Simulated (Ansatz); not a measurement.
Mo: course of a relaxation

Computed with Ansatz 0.2.0, DFT PBEsol, scalar-relativistic, plane waves, PAW. (420 eV cutoff, 16×16×16 k-mesh, Gaussian smearing of 0.10 eV, no spin polarisation)

What was changed: biaxial strain in the a-b plane, c and atoms relaxed: +4.0 %.

Command:

```bash
ansatz run input.yaml --threads 1 --pin off --max-ram 2560MiB --backend cpu --events-out ev --progress --plain --runs-dir out
```

Input:

```yaml
crystal:
  lattice:
    - [3.2545135653, 0.0, 0.0]
    - [0.0, 3.2545135653, 0.0]
    - [0.0, 0.0, 3.0542358075]
  atoms:
    - { symbol: Mo, position: [0.0, 0.0, 0.0] }
    - { symbol: Mo, position: [0.5, 0.5, 0.5] }
basis:
  ecutwfc: 420
kpoints:
  mp_grid: { grid: [16, 16, 16] }
hamiltonian:
  xc: pbesol
scf:
  occupations: { method: gaussian, width: 0.1 }
output:
  forces: true
  stress: true
  eigenvalues: true
relax:
  adjacent_minimum: "off"
  f_tol: 0.008
  max_steps: 40
  cell: { stress_tol: 0.015, fix: [a, b, gamma] }
```

F is the free energy. Steps run on the plane waves of an earlier cell, but the last one, and at times one on the way, on a freshly chosen basis, so a repeated geometry can differ a little in energy. The held parts of the cell keep their stress, so P needn't end at zero.

Steps:

| step | F − F(1) (eV) | largest force component (eV/Å) | V (Å³/atom) | P (GPa) |
| --- | --- | --- | --- | --- |
| 1 | 0.0000 | 0.000 | 16.175 | -12.92 |
| 2 | 0.0010 | 0.000 | 16.058 | -11.16 |
| 3 | -0.0002 | 0.000 | 16.142 | -12.43 |
| 4 | -0.0002 | 0.000 | 16.142 | -12.43 |

Relaxed structure:

```
CELL_PARAMETERS angstrom
3.25451 0.00000 0.00000
0.00000 3.25451 0.00000
0.00000 0.00000 3.04799
ATOMIC_POSITIONS crystal
Mo 0.00000 0.00000 0.00000
Mo 0.50000 0.50000 0.50000
```

The structure is tetragonal, space group I4/mmm (No. 139). The conventional cell has a = 3.255 Å, b = 3.255 Å, c = 3.048 Å, α = 90.00°, β = 90.00°, γ = 90.00°. Mo (site symmetry 4/mmm) has 10 Mo at 2.76 to 3.05 Å as nearest neighbours.

The run converged. The run took 55 s on 1 thread of Arm Neoverse V2, with other jobs on the host, peak memory 0.47 GiB.